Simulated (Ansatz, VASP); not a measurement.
P: VASP beside Ansatz

```
CELL_PARAMETERS angstrom
1.72573 0.99635 3.12968
-1.72573 0.99635 3.12968
0.00000 -1.99270 3.12968
ATOMIC_POSITIONS crystal
P 0.77292 0.77292 0.77292
P 0.22708 0.22708 0.22708
```

This isn't the form of P at room conditions, which is orthorhombic.

Alike in both runs: task single point; functional LDA; k mesh 9 × 9 × 9; occupations fermi-dirac, width 0.01 eV; collinear spin.

|  | VASP | Ansatz |
| --- | --- | --- |
| version | VASP 6.6.1 | Ansatz 0.2.0 |
| potentials or method | VASP PAW LDA potentials, release 64 (P), cutoff 520 eV | all-electron PAW datasets made for the crystal |

```tsv
	VASP	Ansatz	Ansatz less VASP
gap on the k mesh at the Fermi level (eV)	none	none	-
pressure (GPa)	-3.2	-2.9	+0.30
largest component of the traceless stress (GPa)	1.26	1.44	+0.179
rms of the force components (eV/Å)	0.073	0.091	+0.0177
net moment per atom (μB)	0.00	0.00	0.000
```

Atom by atom the forces differ by 0.018 eV/Å (rms over components). A gap of «none» marks a metal or a gap that the smearing closes. Ansatz ran all-electron here, so the differences hold the error of VASP's frozen core and of both bases.

Caveats: the starting moments weren't kept (Ansatz).
